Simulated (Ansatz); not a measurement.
**PbTe: the cell at several levels of theory**

Aim: relax PbTe in the zincblende structure with PBE, r2SCAN, PBEsol, LDA and HSE06 and see how far the functionals disagree on the cell. This is a trial cell built on a prototype, not taken from a measured structure, and it needn't be the compound's ground state.

Code: Ansatz 0.2.0. PAW datasets, plane waves, zero pressure. (Calculated; spin-unpolarised; the phase may be known or hypothetical.)

### Step 1. The system as given

This is the cell as the run starts from it, not yet at rest; its lengths are not the crystal's.

It is cubic, F-43m (No. 216); conventional cell a = 6.511 Å, 34.50 Å³ an atom. Around Pb lie 4 Te at 2.82 Å; around Te lie 4 Pb at 2.82 Å.

Coordinates:

```cif
data_structure
_symmetry_space_group_name_H-M 'F-43m'
_symmetry_Int_Tables_number 216
_cell_length_a 6.5109
_cell_length_b 6.5109
_cell_length_c 6.5109
_cell_angle_alpha 90.000
_cell_angle_beta 90.000
_cell_angle_gamma 90.000
_cell_volume 276.01
loop_
_atom_site_label
_atom_site_type_symbol
_atom_site_symmetry_multiplicity
_atom_site_Wyckoff_symbol
_atom_site_fract_x
_atom_site_fract_y
_atom_site_fract_z
_atom_site_occupancy
Pb1 Pb 4 a 0.00000 0.00000 0.00000 1
Te1 Te 4 d 0.25000 0.25000 0.75000 1
```

### Step 2. Relaxation with PBE

Contents of input.yaml:

```yaml
crystal:
  lattice:
    - [0.0, 3.2554472279, 3.2554472279]
    - [3.2554472279, 0.0, 3.2554472279]
    - [3.2554472279, 3.2554472279, 0.0]
  atoms:
    - { symbol: Pb, position: [0.0, 0.0, 0.0] }
    - { symbol: Te, position: [0.25, 0.25, 0.25] }
kpoints:
  mp_grid: { grid: [6, 6, 6] }
hamiltonian:
  xc: pbe
scf:
  occupations: { method: fermi_dirac, width: 0.02 }
relax:
  f_tol: 0.005
  cell: {}
output:
  write_density: true
  write_potential: true
  elf: true
  volumetric_format: npy
```

Started as:

```console
$ ansatz run input.yaml --threads 2 --pin off --max-ram 2211MiB --backend cpu --events-out ev --progress --plain --runs-dir out
```

After this run come: r2SCAN: cell and atoms; PBEsol: cell and atoms; Relaxation with LDA; Relaxation with HSE06.

What does the calculation give? Wanted: for each run, a; volume; space group; SCF geometries.

The runs gave:

```
 level  a (Å)  volume (Å³/atom)  space group  SCF geometries
   PBE  7.331            49.246        F-43m               8
r2SCAN  7.283            48.288        F-43m               3
PBEsol  7.207            46.783        F-43m               3
   LDA  7.121            45.142        F-43m               3
 HSE06  7.283            48.288        F-43m               2
```

**Reading.** From the start to the first minimum the volume moved by +42.7 %. LDA gives the smallest cell and PBE the largest; they differ by 9.1 % in volume, a mean of 2.9 % in length. The meshes differ: PBE 6×6×6, r2SCAN 6×6×6, PBEsol 6×6×6, LDA 6×6×6, HSE06 4×4×4.
